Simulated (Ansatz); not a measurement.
**InSb: stress in a strained cell**

InSb is deformed so: zz strain of +1 %. What stress and forces result, by LAPW, PAW and all-electron datasets made for the crystal?

Computed with Ansatz 0.2.0 (DFT LDA, scalar-relativistic, unless a step's input says otherwise).

### 1 The system as given

It takes space group Pmmn (No. 59, orthorhombic). The conventional cell has a = 5.357 Å, b = 5.712 Å, c = 3.063 Å, α = 90.00°, β = 90.00°, γ = 90.00°. In (site symmetry mm2) has 4 Sb at 2.73 to 2.90 Å and 2 In at 3.06 Å as nearest neighbours. Around Sb (site symmetry mm2) lie 4 In at 2.73 to 2.90 Å and 2 Sb at 3.06 Å.

As a file:

```
CELL_PARAMETERS angstrom
5.35700 0.00000 0.00000
0.00000 5.71200 0.00000
0.00000 0.00000 3.06300
ATOMIC_POSITIONS crystal
In 0.00000 0.00000 0.00000
In 0.50000 0.50000 0.00000
Sb 0.50000 0.00000 0.83500
Sb 0.00000 0.50000 0.16500
```

Atoms are numbered in the order of the input: In1, In2, Sb3, Sb4.

### 2 The deformed structure

Space group Pmmn before, Pmmn after.

### 3 Full-potential LAPW

Contents of input.yaml:

```yaml
crystal:
  lattice:
    - [5.357, 0.0, 0.0]
    - [0.0, 5.712, 0.0]
    - [0.0, 0.0, 3.09363]
  atoms:
    - { symbol: In, position: [0.0, 0.0, 0.0] }
    - { symbol: In, position: [0.5, 0.5, 0.0] }
    - { symbol: Sb, position: [0.5, 0.0, 0.835] }
    - { symbol: Sb, position: [0.0, 0.5, 0.165] }
kpoints:
  mp_grid: { grid: [6, 6, 11] }
  band_path:
    path:
      - [0.0, 0.0, 0.0]
      - [0.5, 0.0, 0.0]
      - [0.5, 0.5, 0.0]
      - [0.0, 0.5, 0.0]
      - [0.0, 0.0, 0.0]
      - [0.0, 0.0, 0.5]
      - [0.5, 0.0, 0.5]
      - [0.5, 0.5, 0.5]
      - [0.0, 0.5, 0.5]
    npoints: 5
scf:
  occupations: { method: fermi_dirac, width: 0.08 }
hamiltonian:
  xc: lda
  pseudopotentials: { kind: all_electron, lapw: { basis_error: 0.001 } }
output:
  forces: true
  stress: true
  eigenvalues: true
```

The run is started by

```sh
ansatz run input.yaml --threads 1 --pin off --max-ram 6144MiB --backend cpu --events-out ev --progress --plain --runs-dir out
```

Log (excerpt; [...] marks lines left out):

```text
LAPW: plane waves up to 8.476 Å⁻¹, error target 1.0e-3 eV per atom; small_component_spin mean_spin; In in spheres of 1.367 Å, 21 of its electrons in bands, Dirac shells []; Sb in spheres of 1.359 Å, 23 of its electrons in bands, Dirac shells []
[...]
Pseudopotentials: kind: all_electron
Pseudopotential: In, LAPW, valence charge 21, Koelling and Harmon's equation, gaussian nucleus
Pseudopotential: Sb, LAPW, valence charge 23, Koelling and Harmon's equation, gaussian nucleus
Functional definition: SPW92
[...]
Crystal: 4 atoms, lattice volume = 94.663 Å³
Basis set: ecut = 273.7250974911457 eV, 977 PW (Γ), exchange–correlation at level 2
Bands: 53, of which v1, the nominal top of the filled ones, is band 44 counted from 1 (43 counted from 0)
Symmetry: 8 space group operations
Space group: Pmmn (ITA 59), of the structure as read, at distance tolerance 4.6e-5 Å
k-points: 96 of 396
[...]
SCF iter   1: F=—  HF=-672249.898018 eV  |F-HF|=—  |Δ(HF+E_count)|=         —  Δρ=1.49e-2  dr2=2.35e-1  ethr=2.65e-4  ⟨swp⟩=3.0  Hψ=33239  notcnv=0
[...]
SCF iter   9: F=-672249.735902 eV  HF=-672249.735902 eV  |F-HF|=3.19e-8  |Δ(HF+E_count)|=   1.55e-7  Δρ=7.76e-6  dr2=5.24e-8  ethr=2.97e-10  ⟨swp⟩=2.0  Hψ=14256  notcnv=0
[...]
NSCF: frozen V_eff on 41 k-points
SCF converged after 9 iterations
Free energy (F): -672249.735902 eV
[...]
E sigma→0 (E₀):  -672249.719411 eV
Entropy (-TS):   -0.032982 eV (-8.246 meV/atom)
Fermi energy:    15.835822 eV
[...]
--- Forces (eV/Å), atoms counted from 1 ---
  atom   1  In     0.00000000     0.00000000     0.25801725
  atom   2  In     0.00000000    -0.00000000    -0.25801725
  atom   3  Sb     0.00000000    -0.00000000    -0.62559471
  atom   4  Sb     0.00000000     0.00000000     0.62559471
[...]
--- Stress (GPa, compression-positive) ---
       22.038646      -0.000000      -0.000000
       -0.000000       7.961141       0.000000
       -0.000000       0.000000       2.238872
  P = ⅓ Tr σ = 10.7462 GPa (107.462 kbar)
--- Band table (eV; the first three rows and the last of 96) ---
[...]
```

Run time: 2.6 min. Hardware: 1 thread of Arm Neoverse V2, shared host; peak memory 0.98 GiB.

This run gives: pressure 10.75 GPa; no gap; largest force 0.626 eV/Å.

### 4 PAW with frozen cores

Contents of input.yaml:

```yaml
crystal:
  lattice:
    - [5.357, 0.0, 0.0]
    - [0.0, 5.712, 0.0]
    - [0.0, 0.0, 3.09363]
  atoms:
    - { symbol: In, position: [0.0, 0.0, 0.0] }
    - { symbol: In, position: [0.5, 0.5, 0.0] }
    - { symbol: Sb, position: [0.5, 0.0, 0.835] }
    - { symbol: Sb, position: [0.0, 0.5, 0.165] }
kpoints:
  mp_grid: { grid: [6, 6, 11] }
scf:
  occupations: { method: fermi_dirac, width: 0.08 }
hamiltonian:
  xc: lda
  pseudopotentials: { kind: paw }
output:
  forces: true
  stress: true
  eigenvalues: true
  efg: { contact_densities: true }
```

The run is started by

```sh
ansatz run input.yaml --threads 1 --pin off --max-ram 6144MiB --backend cpu --events-out ev --progress --plain --runs-dir out
```

Log (excerpt; [...] marks lines left out):

```text
In, Sb: output.efg is read without spin–orbit coupling, which moves field gradients at and beside such atoms by some per cent and up to a factor of two; PAW files take it under magnetization.noncollinear and magnetization.spin_orbit
[...]
Pseudopotentials: kind: paw
Pseudopotential: In, paw, valence charge 13, recommended cutoff 420 eV (normal)
Pseudopotential: Sb, paw, valence charge 15, recommended cutoff 420 eV (normal)
[... 1 set-up line as earlier in the session ...]
[...]
Crystal: 4 atoms, lattice volume = 94.663 Å³
Basis set: ecut = 420 eV, 1857 PW (Γ)
Bands: 34, of which v1, the nominal top of the filled ones, is band 28 counted from 1 (27 counted from 0)
[... 2 set-up lines as earlier in the session ...]
k-points: 96 of 396
[...]
--- Stress (GPa, compression-positive) ---
       22.019595      -0.000000      -0.000000
       -0.000000       7.924400       0.000000
       -0.000000       0.000000       2.209120
  P = ⅓ Tr σ = 10.7177 GPa (107.177 kbar)
--- PAW observables at the nuclei: V_zz in 10²¹ V/m², potentials from the cell's mean, atoms counted from 1 ---
  atom   1  In V_zz =    -7.855441   η = 0.8438   by run symmetry: allowed
            electrostatic potential = -7942.470930 V   contact ρ = 1128511.117580 e/Å³
  atom   2  In V_zz =    -7.855441   η = 0.8438   by run symmetry: allowed
            electrostatic potential = -7942.470930 V   contact ρ = 1128511.117580 e/Å³
  atom   3  Sb V_zz =   +15.382917   η = 0.0325   by run symmetry: allowed
            electrostatic potential = -8413.258108 V   contact ρ = 1344760.316475 e/Å³
  atom   4  Sb V_zz =   +15.382917   η = 0.0325   by run symmetry: allowed
            electrostatic potential = -8413.258108 V   contact ρ = 1344760.316475 e/Å³
--- Band table (eV; the first three rows and the last of 96) ---
[...]
```

Run time: 20 s. Hardware: 1 thread of Arm Neoverse V2, shared host; peak memory 0.54 GiB.

Read from it: pressure 10.72 GPa; no gap; largest force 0.625 eV/Å; Vzz In1 -7.86 (η = 0.84), Sb3 15.38 (η = 0.03) (10²¹ V/m²).

### 5 All-electron PAW on datasets made for the crystal

Edit input.yaml of step 4 so:

```diff
@@ -16,3 +16,3 @@
   xc: lda
-  pseudopotentials: { kind: paw }
+  pseudopotentials: { kind: all_electron, datasets: crystal }
 output:
```

The run is started by

```sh
ansatz run input.yaml --threads 1 --pin off --max-ram 6144MiB --backend cpu --events-out ev --progress --plain --runs-dir out
```

Log (excerpt; [...] marks lines left out):

```text
[...]
band count auto-derived: 24 (N_el = 36.0; filled up to band 18; 22 by the electrons, moments and atoms)
In, Sb: output.efg is read without spin–orbit coupling, which moves field gradients at and beside such atoms by some per cent and up to a factor of two; PAW files take it under magnetization.noncollinear and magnetization.spin_orbit
[...]
[... 1 set-up line as earlier in the session ...]
Pseudopotential: In, paw, valence charge 21, recommended cutoff 240 eV (normal), Koelling and Harmon's equation, gaussian nucleus
Pseudopotential: Sb, paw, valence charge 15, recommended cutoff 240 eV (normal), Koelling and Harmon's equation, gaussian nucleus
[... 1 set-up line as earlier in the session ...]
[...]
Crystal: 4 atoms, lattice volume = 94.663 Å³
Basis set: ecut = 240 eV, 793 PW (Γ)
Bands: 24, of which v1, the nominal top of the filled ones, is band 18 counted from 1 (17 counted from 0)
[...]
       -0.000000       7.959455       0.000000
       -0.000000       0.000000       2.235812
  P = ⅓ Tr σ = 10.7458 GPa (107.458 kbar)
  It holds what live shells' own plane waves past their cutoff add
--- PAW observables at the nuclei: V_zz in 10²¹ V/m², potentials from the cell's mean, atoms counted from 1 ---
  atom   1  In V_zz =    -7.712289   η = 0.8553   by run symmetry: allowed
            electrostatic potential = -7938.453544 V   contact ρ = 1128425.555627 e/Å³
  atom   2  In V_zz =    -7.712289   η = 0.8553   by run symmetry: allowed
            electrostatic potential = -7938.453544 V   contact ρ = 1128425.555627 e/Å³
  atom   3  Sb V_zz =   +15.499618   η = 0.0285   by run symmetry: allowed
            electrostatic potential = -8409.121297 V   contact ρ = 1344612.556455 e/Å³
  atom   4  Sb V_zz =   +15.499618   η = 0.0285   by run symmetry: allowed
            electrostatic potential = -8409.121297 V   contact ρ = 1344612.556455 e/Å³
--- Band table (eV; the first three rows and the last of 96) ---
[... band rows left out ...]
[...]
```

Run time: 30 s. Hardware: 1 thread of Arm Neoverse V2, shared host; peak memory 0.87 GiB.

Result: pressure 10.75 GPa; no gap; largest force 0.626 eV/Å; Vzz In1 -7.71 (η = 0.86), Sb3 15.50 (η = 0.03) (10²¹ V/m²).

### 6 Stress and forces compared

Stress (GPa, compression positive):

| method | xx | yy | zz | yz | xz | xy |
| --- | --- | --- | --- | --- | --- | --- |
| LAPW | 22.04 | 7.96 | 2.24 | 0.00 | 0.00 | 0.00 |
| PAW | 22.02 | 7.92 | 2.21 | 0.00 | 0.00 | 0.00 |
| crystal datasets | 22.04 | 7.96 | 2.24 | 0.00 | 0.00 | 0.00 |

Forces (eV/Å):

| atom | LAPW x | LAPW y | LAPW z | PAW x | PAW y | PAW z | crystal datasets x | crystal datasets y | crystal datasets z |
| --- | --- | --- | --- | --- | --- | --- | --- | --- | --- |
| In1 | 0.000 | 0.000 | 0.258 | 0.000 | 0.000 | 0.258 | 0.000 | 0.000 | 0.258 |
| In2 | 0.000 | 0.000 | -0.258 | 0.000 | 0.000 | -0.258 | 0.000 | 0.000 | -0.258 |
| Sb3 | 0.000 | 0.000 | -0.626 | 0.000 | 0.000 | -0.625 | 0.000 | 0.000 | -0.626 |
| Sb4 | 0.000 | 0.000 | 0.626 | 0.000 | 0.000 | 0.625 | 0.000 | 0.000 | 0.626 |

| method | pressure (GPa) | largest force (eV/Å) | Vzz In1 (10²¹ V/m²) | Vzz Sb3 (10²¹ V/m²) | SCF cycles, all passes |
| --- | --- | --- | --- | --- | --- |
| LAPW | 10.75 | 0.626 | – | – | 9 |
| PAW | 10.72 | 0.625 | -7.86 | 15.38 | 7 |
| crystal datasets | 10.75 | 0.626 | -7.71 | 15.50 | 8 |

### 7 What came out

```
                                 quantity                                              value
                                 pressure  LAPW 10.75, PAW 10.72, crystal datasets 10.75 GPa
largest shear or deviatoric stress (LAPW)                                          11.29 GPa
```

The largest part of the stress beyond the pressure is 11.29 GPa in size, in the xx component; the atoms are carried along and not relaxed. No run of the undeformed cell stands beside it, so the pressure holds what the given cell had before the change. PAW: stress within 0.04 GPa of LAPW, forces within 1 meV/Å. Crystal datasets: stress within 0.01 GPa of LAPW, forces within 1 meV/Å. Spin-orbit coupling is left out, though the cell holds Sb; in elements this heavy it can shift bands and gaps by tenths of an eV.
